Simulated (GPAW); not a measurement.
# Magnetic state of 1 ML Cr on Ir(001), 3 substrate layers from several starts, part 2 of 2

Does 1 ML Cr on Ir(001), 3 substrate layers prefer parallel or opposed moments, or none?

GPAW 26.7.0; PBE; plane waves with GPAW's PAW setups, scalar-relativistic.

So far, largest spin moment in the augmentation sphere (μB): step 2 (start 1: ferro +) 3.04; step 3 (order 2, typed as antiferro q=(1/2,1/2,0) +-) 2.77.

## (4) Order 3, typed as antiferro q=(0,1/2,0) +-

Another pattern of signs weighs the neighbour shells otherwise.

The cell is doubled to 8 atoms to hold this order. Its mesh is chosen so that both cells sample the same points.

The input, order3.py:

```python
import json
import numpy as np
from ase import Atoms
from ase.parallel import paropen, parprint
from gpaw import GPAW

atoms = Atoms(['Ir', 'Ir', 'Ir', 'Ir', 'Ir', 'Ir', 'Cr', 'Cr'],
    cell=[[2.709068, 0.0, 0.0],
         [0.0, 5.418136, 0.0],
         [0.0, 0.0, 19.639858]],
    scaled_positions=[[0.0, 0.0, 0.356418],
         [0.0, 0.5, 0.356418],
         [0.5, 0.25, 0.453954],
         [0.5, 0.75, 0.453954],
         [0.0, 0.0, 0.551491],
         [0.0, 0.5, 0.551491],
         [0.5, 0.25, 0.643582],
         [0.5, 0.75, 0.643582]],
    pbc=True,
    magmoms=[0.0, 0.0, 0.0, 0.0, 0.0, 0.0, 2.5, -2.5])
atoms.calc = GPAW(mode={'name': 'pw', 'ecut': 500},
    xc='PBE',
    kpts={'size': (12, 6, 1), 'gamma': True},
    occupations={'name': 'fermi-dirac', 'width': 0.05},
    convergence={'density': 1e-05, 'energy': 1e-05},
    maxiter=250,
    symmetry={'tolerance': 1e-4},
    txt='order3.txt')
e = atoms.get_potential_energy(force_consistent=True)
res = {'free_energy': e, 'energy_sigma0': atoms.get_potential_energy(), 'fermi_energy': atoms.calc.get_fermi_level()}
res['moments'] = atoms.get_magnetic_moments().tolist()
res['total'] = atoms.get_magnetic_moment()
parprint('site moments (muB):', np.round(res['moments'], 3))
parprint(f"total moment: {res['total']:.3f} muB")
parprint(f'free energy: {e:.6f} eV')
atoms.calc.write('order3.gpw')
with paropen('results.json', 'w') as f:
    json.dump(res, f)
```

Run with:

```
$ OMP_NUM_THREADS=1 mpirun -n 4 gpaw python order3.py > order3.log
```

Numbers of over 12 decimals in the logs are rounded to 6 here.

Log:

```text
site moments (muB): [ 0.     0.     0.078 -0.078  0.     0.     2.851 -2.851]
total moment: 0.000 muB
free energy: -70.047582 eV

--- order3.txt ---
Input parameters:
  mode=PW(ecut=500),
  convergence={'density': 1e-05, 'energy': 1e-05},
  kpts=MonkhorstPack(size=(12, 6, 1), gamma=True),
  maxiter=250,
  occupations=Occupations(name='fermi-dirac', width=0.05),
  symmetry=Symmetry(tolerance=0.0001),
  xc=XC(name='PBE')
[...]
|         46 |         1.544 |     1.000 |         1.544 |     1.000 |
[...]
|         56 |         3.057 |     0.000 |         3.057 |     0.000 |
|         57 |         3.251 |     0.000 |         3.251 |     0.000 |
|         58 |         3.266 |     0.000 |         3.266 |     0.000 |
|        ... |               |           |               |           |
|         65 |         5.238 |     0.000 |         5.238 |     0.000 |

No gap
No difference between direct/indirect transitions

[key lines of the parts left out:]
Free energy:     -70.047582
Converged in 30 steps
dipole moment: (-39.276710, -39.276696, 0.159866)  # |e|*Ang
Fermi level: 2.207
```

Wall time 6 min (4 MPI ranks of Arm Neoverse V1, shared host); peak memory 1.6 GiB.

Spin moment in the augmentation sphere by atom:

```csv
atom,spin moment in the augmentation sphere (μB)
Ir1,0.00
Ir2,0.00
Ir3,0.08
Ir4,-0.08
Ir5,0.00
Ir6,0.00
Cr7,2.85
Cr8,-2.85
```

Read from the output:

| Property | Result |
| --- | --- |
| magnetization | 0 μB |
| final state | antiferromagnetic |

It lies 208 meV a seeded atom under the first start, and its largest moment is 2.85 μB against 3.04 μB.

## (5) Start 4: no spin polarisation

This run holds no moments, which gives a state to set the others against.

The input, nospin.py:

```python
import json
import numpy as np
from ase import Atoms
from ase.parallel import paropen, parprint
from gpaw import GPAW

atoms = Atoms(['Ir', 'Ir', 'Ir', 'Cr'],
    cell=[[2.709068, 0.0, 0.0],
         [0.0, 2.709068, 0.0],
         [0.0, 0.0, 19.639858]],
    scaled_positions=[[0.0, 0.0, 0.356418],
         [0.5, 0.5, 0.453954],
         [0.0, 0.0, 0.551491],
         [0.5, 0.5, 0.643582]],
    pbc=True)
atoms.calc = GPAW(mode={'name': 'pw', 'ecut': 500},
    xc='PBE',
    kpts={'size': (12, 12, 1), 'gamma': True},
    occupations={'name': 'fermi-dirac', 'width': 0.05},
    convergence={'density': 1e-05, 'energy': 1e-05},
    maxiter=250,
    symmetry={'tolerance': 1e-4},
    txt='nospin.txt')
e = atoms.get_potential_energy(force_consistent=True)
res = {'free_energy': e, 'energy_sigma0': atoms.get_potential_energy(), 'fermi_energy': atoms.calc.get_fermi_level()}
parprint(f'free energy: {e:.6f} eV')
atoms.calc.write('nospin.gpw')
with paropen('results.json', 'w') as f:
    json.dump(res, f)
```

Run with:

```
$ OMP_NUM_THREADS=1 mpirun -n 4 gpaw python nospin.py > nospin.log
```

Log:

```text
free energy: -34.574893 eV

--- nospin.txt ---
Input parameters:
  mode=PW(ecut=500),
  convergence={'density': 1e-05, 'energy': 1e-05},
  kpts=MonkhorstPack(size=(12, 12, 1), gamma=True),
  maxiter=250,
  occupations=Occupations(name='fermi-dirac', width=0.05),
  symmetry=Symmetry(tolerance=0.0001),
  xc=XC(name='PBE')

Diagonalizing LCAO Hamiltonian
Converting LCAO to pw mode
   .------.
  /|      |
 * |      |
[...]
|        ... |               |           |
|         17 |        -0.946 |     2.000 |
|         18 |         0.131 |     2.000 |
|         19 |         0.517 |     2.000 |
|         20 |         0.689 |     2.000 |
[...]
|         30 |         3.587 |     0.000 |
|         31 |         3.587 |     0.000 |
|         32 |         3.657 |     0.000 |
|        ... |               |           |
|         34 |         6.867 |     0.000 |

No gap
No difference between direct/indirect transitions

[key lines of the parts left out:]
Free energy:     -34.574893
Converged in 20 steps
dipole moment: (-19.656197, -19.656197, 0.076784)  # |e|*Ang
Fermi level: 2.163
```

Wall time 30 s (4 MPI ranks); peak memory 0.82 GiB.

This step gave:

```yaml
final_state: non-magnetic (no spin polarisation)
```

It lies 241 meV a seeded atom over the first start.

## (6) Ranking

These are free energies at a smearing of 0.05 eV, so its entropy term is in the differences. They are divided by the number of seeded atoms, so that cells of unlike size compare. Wavevectors q in the names are fractions of the reciprocal vectors of the first run's cell.

Orders:

```csv
start,final state,typed order kept,energy over the lowest (meV a seeded atom),largest site moment (μB),net moment (μB a primitive cell),mesh matched,CPU time (s)
ferro +,ferromagnetic,yes,271.5,3.045,3.486,yes,399.9
"antiferro q=(1/2,1/2,0) +-",antiferromagnetic,yes,0,2.774,0,yes,2402
"antiferro q=(0,1/2,0) +-",antiferromagnetic,yes,63.67,2.851,0,yes,1430
no spin polarisation,non-magnetic,-,512.6,0,0,yes,118.5
```

## (7) Outcome

```yaml
lowest_state_found: antiferromagnetic (typed antiferro q=(1/2,1/2,0) +-)
largest_site_moment: 2.77 μB
next_state: antiferromagnetic, 63.7 meV a seeded atom higher
energy_gained_by_spin_polarisation: 513 meV a seeded atom
```

**Reading.** The lowest state found is antiferromagnetic, reached from the start antiferro q=(1/2,1/2,0) +-, with moments up to 2.77 μB. The next state costs 64 meV a seeded atom. Only 4 starts are shown; other collinear patterns, canted and longer-period orders are not.

[Logs and program files are shortened in this print: banners, set-up blocks, solver, clock and traceback lines can be left out without a mark of their own.]

[Logs are printed without paths, hosts, clocks, repeated set-up lines and the standing remarks that a program may print on its own settings, such as how far it seeks lower states.]

[Hosts, paths, dates, database ids (printed as entryN), source tags and the programs' standing remarks are cut or masked in the printed files.]

[Where a cell is said to come from a database of computed structures, the database is the Materials Project.]
